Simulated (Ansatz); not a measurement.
# Co: one cell, many SCF starts, part 2 of 2

Is Co magnetic at this level, in which order, and do all starts find it? Single-point runs from several starts follow. The cell (2 atoms) is Co in the deposited crystal structure (space group P6_3/mmc). Source: COD entry 9010967, which need not be the ambient phase.

Ansatz 0.2.0; DFT PBE, PAW, plane waves, scalar-relativistic.

## 6. Parallel moments scaled by 0.2, plain SCF

Contents of input.yaml:

```yaml
crystal:
  lattice:
    - [2.50739909, 0.0, 0.0]
    - [-1.25369955, 2.17147131, 0.0]
    - [0.0, 0.0, 4.0699]
  atoms:
    - { symbol: Co, position: [0.33333333, 0.66666667, 0.25], spin: 0.6 }
    - { symbol: Co, position: [0.66666667, 0.33333333, 0.75], spin: 0.6 }
magnetization:
  spin_polarized: true
hamiltonian:
  xc: pbe
  pseudopotentials: { kind: paw }
basis:
  ecutwfc: 420
kpoints:
  mp_grid: { grid: [13, 13, 7] }
scf:
  occupations: { method: fermi_dirac, width: 0.1 }
  lower_state_search: "off"
output:
  forces: true
  stress: true
  write_density: true
  write_potential: true
  elf: true
  volumetric_format: npy
```

The run is started by

```console
$ ansatz run input.yaml --threads 2 --pin off --max-ram 5120MiB --backend cpu --events-out ev --progress --plain --runs-dir out
```

Output, cut to the lines that bear on the results:

```text
[... 10 lines as in an earlier run ...]
Bands: 22, of which v1, the nominal top of the filled ones, is band 17 counted from 1 (16 counted from 0)
[... 8 lines as in an earlier run ...]
Starting moments: Σ|m| = 1.2 μB on 2 of 2 sites
[... 2 lines as in an earlier run ...]
[...]
SCF iter   1: F=—  HF=-10252.033232 eV  |F-HF|=—  |Δ(HF+E_count)|=         —  Δρ=6.56e-2 (↑1.66e-2 ↓6.56e-2)  dr2=3.01e-1  dr2_m=3.28e-1  M=1.503 μB ∫|m|=1.527 μB  β_m=1.00  ethr=8.86e-4  ⟨swp⟩=1.0  Hψ=18588  notcnv=0
[...]
spin-set hold released at iteration 9 (site moments contracting): the magnetisation degrees of freedom join the quasi-Newton model from the next iteration; the mixer history was flushed
[...]
SCF iter  17: F=-10252.329937 eV  HF=-10252.329937 eV  |F-HF|=6.37e-10  |Δ(HF+E_count)|=   1.97e-8  Δρ=2.73e-6 (↑2.71e-6 ↓2.73e-6)  dr2=3.66e-12  dr2_m=1.50e-9  M=3.237 μB ∫|m|=3.579 μB  ethr=5.46e-12  ⟨swp⟩=4.8  Hψ=19415  notcnv=0
[...]
SCF converged after 17 iterations
Magnetization: 3.2367 μB (18.6183 up, 15.3817 down)
Absolute magnetization: 3.5800 μB (∫|ρ↑−ρ↓|, with the PAW one-centre terms)
Spin contamination: 0.0592 ħ² per cell (⟨S²⟩ above its minimum at these occupations)
Per-site moments (μB) at R_I (Å): [(1.6968056042112842, 1.030152570483362), (1.6968056042112842, 1.030152570483362)]
Free energy (F): -10252.329937 eV
[...]
E sigma→0 (E₀):  -10252.299623 eV
Entropy (-TS):   -0.060627 eV (-30.314 meV/atom)
Fermi energy:    18.236411 eV
[... 29 lines left out: energy terms, forces, stress, bands ...]
```

Wall time 4.8 s (2 threads of Arm Neoverse V2, shared host); peak memory 0.33 GiB.

This is the state of step 2 again (ferromagnetic), after 17 iterations.

## 7. Moments ++ scaled by 0.4, plain SCF

Contents of input.yaml:

```yaml
crystal:
  lattice:
    - [2.50739909, 0.0, 0.0]
    - [-1.25369955, 2.17147131, 0.0]
    - [0.0, 0.0, 4.0699]
  atoms:
    - { symbol: Co, position: [0.33333333, 0.66666667, 0.25], spin: 1.2 }
    - { symbol: Co, position: [0.66666667, 0.33333333, 0.75], spin: 1.2 }
magnetization:
  spin_polarized: true
hamiltonian:
  xc: pbe
  pseudopotentials: { kind: paw }
basis:
  ecutwfc: 420
kpoints:
  mp_grid: { grid: [13, 13, 7] }
scf:
  occupations: { method: fermi_dirac, width: 0.1 }
  lower_state_search: "off"
output:
  forces: true
  stress: true
```

The run is started by

```console
$ ansatz run input.yaml --threads 2 --pin off --max-ram 5120MiB --backend cpu --events-out ev --progress --plain --runs-dir out
```

Output, cut to the lines that bear on the results:

```text
[... 10 lines as in an earlier run ...]
Bands: 23, of which v1, the nominal top of the filled ones, is band 17 counted from 1 (16 counted from 0)
[... 8 lines as in an earlier run ...]
Starting moments: Σ|m| = 2.4 μB on 2 of 2 sites
[... 2 lines as in an earlier run ...]
[...]
SCF iter   1: F=—  HF=-10252.152289 eV  |F-HF|=—  |Δ(HF+E_count)|=         —  Δρ=7.38e-2 (↑2.94e-2 ↓7.38e-2)  dr2=2.38e-1  dr2_m=5.32e-1  M=2.626 μB ∫|m|=2.676 μB  β_m=1.00  ethr=7.00e-4  ⟨swp⟩=1.0  Hψ=19430  notcnv=0
[...]
spin-set hold released at iteration 6 (site moments contracting): the magnetisation degrees of freedom join the quasi-Newton model from the next iteration; the mixer history was flushed
[...]
SCF iter  12: F=-10252.329937 eV  HF=-10252.329937 eV  |F-HF|=1.53e-9  |Δ(HF+E_count)|=   1.03e-6  Δρ=1.06e-5 (↑6.19e-6 ↓1.06e-5)  dr2=6.38e-9  dr2_m=9.80e-9  M=3.237 μB ∫|m|=3.579 μB  ethr=2.82e-11  ⟨swp⟩=4.2  Hψ=11948  notcnv=0
[...]
SCF converged after 12 iterations
Magnetization: 3.2367 μB (18.6183 up, 15.3817 down)
Absolute magnetization: 3.5799 μB (∫|ρ↑−ρ↓|, with the PAW one-centre terms)
Spin contamination: 0.0592 ħ² per cell (⟨S²⟩ above its minimum at these occupations)
Per-site moments (μB) at R_I (Å): [(1.6967889095953377, 1.030152570483362), (1.6967889095953377, 1.030152570483362)]
Free energy (F): -10252.329937 eV
[...]
E sigma→0 (E₀):  -10252.299623 eV
Entropy (-TS):   -0.060628 eV (-30.314 meV/atom)
Fermi energy:    18.236412 eV
[... 24 lines left out: energy terms, forces, stress ...]
```

It took 3 s on 2 threads of Arm Neoverse V2, shared host; peak memory 0.32 GiB.

Nothing new: the 12 iterations lead to the state found in step 2 (ferromagnetic).

## 8. A moment on one site alone, plain SCF

Edit input.yaml of step 7 so:

```diff
@@ -6,4 +6,4 @@
   atoms:
-    - { symbol: Co, position: [0.33333333, 0.66666667, 0.25], spin: 1.2 }
-    - { symbol: Co, position: [0.66666667, 0.33333333, 0.75], spin: 1.2 }
+    - { symbol: Co, position: [0.33333333, 0.66666667, 0.25] }
+    - { symbol: Co, position: [0.66666667, 0.33333333, 0.75], spin: 3.0 }
 magnetization:
@@ -23 +23,5 @@
   stress: true
+  write_density: true
+  write_potential: true
+  elf: true
+  volumetric_format: npy
```

The run is started by

```console
$ ansatz run input.yaml --threads 2 --pin off --max-ram 5120MiB --backend cpu --events-out ev --progress --plain --runs-dir out
```

Output, cut to the lines that bear on the results:

```text
[... 13 lines as in an earlier run ...]
Magnetic group: BNS 187.209 (UNI 1439), of the structure as read, at distance tolerance 2.8e-5 Å
[... 5 lines as in an earlier run ...]
Starting moments: Σ|m| = 3 μB on 1 of 2 sites
[... 2 lines as in an earlier run ...]
SCF iter   1: F=—  HF=-10252.068201 eV  |F-HF|=—  |Δ(HF+E_count)|=         —  Δρ=1.22e-1 (↑1.22e-1 ↓4.44e-2)  dr2=5.20e0  dr2_m=5.31e-1  M=2.748 μB ∫|m|=2.835 μB  β_m=0.30  ethr=3.10e-3  ⟨swp⟩=4.9  Hψ=14199  notcnv=0
[...]
spin-set hold released at iteration 5 (the charge has settled, or the pull on large starting moments outlasts its swing): the magnetisation degrees of freedom join the quasi-Newton model from the next iteration; the mixer history was flushed
[...]
SCF iter  20: F=-10252.329937 eV  HF=-10252.329937 eV  |F-HF|=5.76e-8  |Δ(HF+E_count)|=   6.38e-9  Δρ=1.47e-5 (↑3.40e-6 ↓1.47e-5)  dr2=6.52e-8  dr2_m=6.82e-9  M=3.237 μB ∫|m|=3.579 μB  ethr=6.74e-11  ⟨swp⟩=5.6  Hψ=21563  notcnv=0
[...]
SCF converged after 20 iterations
Magnetization: 3.2367 μB (18.6183 up, 15.3817 down)
Absolute magnetization: 3.5800 μB (∫|ρ↑−ρ↓|, with the PAW one-centre terms)
Spin contamination: 0.0592 ħ² per cell (⟨S²⟩ above its minimum at these occupations)
Per-site moments (μB) at R_I (Å): [(1.6967830126322103, 1.030152570483362), (1.6968409024985616, 1.030152570483362)]
Free energy (F): -10252.329937 eV
[...]
E sigma→0 (E₀):  -10252.299624 eV
Entropy (-TS):   -0.060627 eV (-30.313 meV/atom)
Fermi energy:    18.236427 eV
[... 29 lines left out: energy terms, forces, stress, bands ...]
```

It took 8.8 s on 2 threads of Arm Neoverse V2, shared host; peak memory 0.35 GiB.

The run ends in the same state as step 2 (ferromagnetic); it took 20 iterations.

## 9. Parallel moments, Broyden mixing, no switch to direct minimisation

Edit input.yaml of step 8 so:

```diff
@@ -6,3 +6,3 @@
   atoms:
-    - { symbol: Co, position: [0.33333333, 0.66666667, 0.25] }
+    - { symbol: Co, position: [0.33333333, 0.66666667, 0.25], spin: 3.0 }
     - { symbol: Co, position: [0.66666667, 0.33333333, 0.75], spin: 3.0 }
@@ -20,2 +20,4 @@
   lower_state_search: "off"
+  algorithm: density_mixing
+  mixing: { algorithm: broyden, beta: 0.3 }
 output:
```

The run is started by

```console
$ ansatz run input.yaml --threads 2 --pin off --max-ram 5120MiB --backend cpu --events-out ev --progress --plain --runs-dir out
```

Output, cut to the lines that bear on the results:

```text
[... 19 lines as in an earlier run ...]
Starting moments: Σ|m| = 6 μB on 2 of 2 sites
[... 3 lines as in an earlier run ...]
SCF iter   1: F=—  HF=-10251.855327 eV  |F-HF|=—  |Δ(HF+E_count)|=         —  Δρ=1.24e-1 (↑1.24e-1 ↓7.98e-2)  dr2=3.31e-1  dr2_m=2.07e0  M=3.825 μB ∫|m|=4.031 μB  β_m=0.83  ethr=9.75e-4  ⟨swp⟩=1.0  Hψ=20214  notcnv=0
[...]
[... 1 line as in an earlier run ...]
[...]
SCF iter  13: F=-10252.329937 eV  HF=-10252.329937 eV  |F-HF|=6.41e-9  |Δ(HF+E_count)|=   6.08e-8  Δρ=2.56e-6 (↑2.56e-6 ↓2.23e-6)  dr2=8.28e-10  dr2_m=2.43e-10  M=3.237 μB ∫|m|=3.579 μB  ethr=1.40e-11  ⟨swp⟩=6.6  Hψ=19634  notcnv=0
[...]
this state was not tested for a lower state beside it, because the mixer in use, unlike msr1, does not test its closes by its own steps (another_mixer; see scf.mixing.algorithm and scf.lower_state_search)
SCF converged after 13 iterations
Magnetization: 3.2367 μB (18.6183 up, 15.3817 down)
Absolute magnetization: 3.5801 μB (∫|ρ↑−ρ↓|, with the PAW one-centre terms)
Spin contamination: 0.0592 ħ² per cell (⟨S²⟩ above its minimum at these occupations)
Per-site moments (μB) at R_I (Å): [(1.6968320508408161, 1.030152570483362), (1.696832050840816, 1.030152570483362)]
Free energy (F): -10252.329937 eV
[...]
E sigma→0 (E₀):  -10252.299624 eV
Entropy (-TS):   -0.060626 eV (-30.313 meV/atom)
Fermi energy:    18.236447 eV
[... 29 lines left out: energy terms, forces, stress, bands ...]
```

Run time: 5.1 s. Hardware: 2 threads of Arm Neoverse V2, shared host; peak memory 0.32 GiB.

This is the state of step 2 again (ferromagnetic), after 13 iterations.

## 10. Comparing the starts

| step | iterations | state | moments of Co1 Co2 (μB) | total (μB) | gap (eV) | pressure (GPa) | above lowest (meV/atom) |
| --- | --- | --- | --- | --- | --- | --- | --- |
| 2 | 9 | 1 | 1.70 1.70 | 3.24 | none | -4.0 | 0.0 |
| 3 | 19 | 2 | 0.96 -0.96 | 0.00 | none | -9.8 | 213 |
| 4 | 6 | 3 | 0.00 0.00 | 0.00 | none | -14.3 | 221 |
| 5 | 10 | 1 | 1.70 1.70 | 3.24 | none | -4.0 | 0.0 |
| 6 | 17 | 1 | 1.70 1.70 | 3.24 | none | -4.0 | 0.0 |
| 7 | 12 | 1 | 1.70 1.70 | 3.24 | none | -4.0 | 0.0 |
| 8 | 20 | 1 | 1.70 1.70 | 3.24 | none | -4.0 | 0.0 |
| 9 | 13 | 1 | 1.70 1.70 | 3.24 | none | -4.0 | 0.0 |

States are numbered from the lowest. Starts by step: 2 parallel moments, plain SCF; 3 opposed moments +-, plain SCF; 4 no spin polarisation; 5 spin on, no moments given (the program may seed its own), plain SCF; 6 parallel moments scaled by 0.2, plain SCF; 7 moments ++ scaled by 0.4, plain SCF; 8 a moment on one site alone, plain SCF; 9 parallel moments, Broyden mixing, no switch to direct minimisation.

The 8 runs of this session took 35 s in all, from 0.88 s to 8.8 s each.

Decimal logarithm of the largest residual (eV) by iteration, counted through all cycles of a run (7 of the 8 runs):

| iteration | step 2 | step 3 | step 4 | step 5 | step 6 | step 7 | step 8 |
| --- | --- | --- | --- | --- | --- | --- | --- |
| 1 | 0.3 | 0.5 | -3.2 | 1.2 | -0.5 | -0.3 | 0.7 |
| 2 | 0.1 | 0.3 | -3.7 | -0.6 | -0.9 | -1.0 | 1.2 |
| 3 | 0.3 | 0.5 | -5.4 | -1.4 | -1.0 | -1.4 | 0.0 |
| 4 | -1.9 | -1.2 | -6.1 | -1.7 | -1.1 | -1.8 | 0.1 |
| 5 | -1.9 | -0.9 | -7.8 | -2.5 | -1.1 | -2.1 | -0.1 |
| 6 | -3.8 | 1.3 | -8.8 | -4.0 | -1.2 | -2.4 | 0.5 |
| 8 | -6.9 | -2.8 | - | -5.7 | -1.6 | -2.5 | -0.3 |
| 10 | - | -2.8 | - | -8.3 | -1.7 | -4.4 | -0.9 |
| 11 | - | -3.1 | - | - | -0.9 | -6.1 | -1.5 |
| 13 | - | -2.9 | - | - | -3.0 | - | -1.8 |
| 15 | - | -2.3 | - | - | -7.0 | - | -2.7 |
| 17 | - | -3.3 | - | - | -8.8 | - | -3.1 |
| 18 | - | -5.3 | - | - | - | - | -4.9 |
| 20 | - | - | - | - | - | - | -7.2 |

## 11. Results

This closing draws on all 2 parts.

```
                      quantity                                                     value
               distinct states                                   3 from 8 converged runs
lowest state from plain starts                                             ferromagnetic
                   its moments                                     Co1 1.70, Co2 1.70 μB
                  total moment                                          3.24 μB per cell
             gap on the k-mesh                                                      none
                      pressure                                                  -4.0 GPa
                 largest force                                                0.000 eV/Å
                    next state                    antiferromagnetic, 213 meV/atom higher
                 highest state  non-magnetic (no spin polarisation), 221 meV/atom higher
```

8 runs converged, to 3 different states. Switching spin polarisation off costs 221 meV/atom in free energy, smearing entropy included. The best antiferromagnetic state lies 213 meV/atom above the best ferromagnetic one. These are lowest states among those tried, not proven ground states. State 2 reads as a saddle point, which a small push may leave.
